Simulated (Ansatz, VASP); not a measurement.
## One calculation of SiC (Moissanite), two programs

```xyz
4
Lattice="3.1363 0.0000 0.0000 -1.5682 2.7161 0.0000 0.0000 0.0000 5.1470" Properties=species:S:1:pos:R:3 pbc="T T T"
Si    1.5682    0.9054    2.5735
Si    0.0000    1.8108    0.0000
C     1.5682    0.9054    4.5551
C     0.0000    1.8108    1.9816
```

Alike in both runs: task single point; functional BLYP; k mesh 10 × 10 × 5; occupations fermi-dirac, width 0.05 eV; no spin polarisation.

|  | VASP | Ansatz |
| --- | --- | --- |
| version | VASP 6.6.1 | Ansatz 0.2.0 |
| potentials or method | VASP PAW PBE potentials, release 64 (Si, C) | Ansatz PAW |
| plane-wave cutoff (eV) | 520 | 420 |
| valence electrons in the cell | 16 | 16 |

```csv
,VASP,Ansatz,Ansatz less VASP
gap on the k mesh at the Fermi level (eV),2.73,2.73,-0.005
least direct gap on the mesh (eV),4.21,4.19,-0.012
pressure (GPa),-3.2,-3.7,-0.53
largest component of the traceless stress (GPa),1.22,1.21,-0.010
rms of the force components (eV/Å),0.391,0.389,-0.0016
```

Atom by atom the forces differ by 0.002 eV/Å (rms over components).

Caveats: the PAW data sets were made with another functional, which shifts forces and pressure a little (VASP); an odd mesh through Γ misses points on the zone boundary, where band edges often lie (VASP); odd divisions of the mesh miss points on the zone boundary, where band edges often lie, so the gap on the mesh can be too wide (Ansatz); the pressure holds a Pulay correction of +0.3 GPa for the finite cutoff (Ansatz); the PAW data sets come from PBE, with cores solved anew for the run's functional, which leaves a small shift of forces and pressure (Ansatz). As with any semilocal functional, this BLYP gap is likely too small.
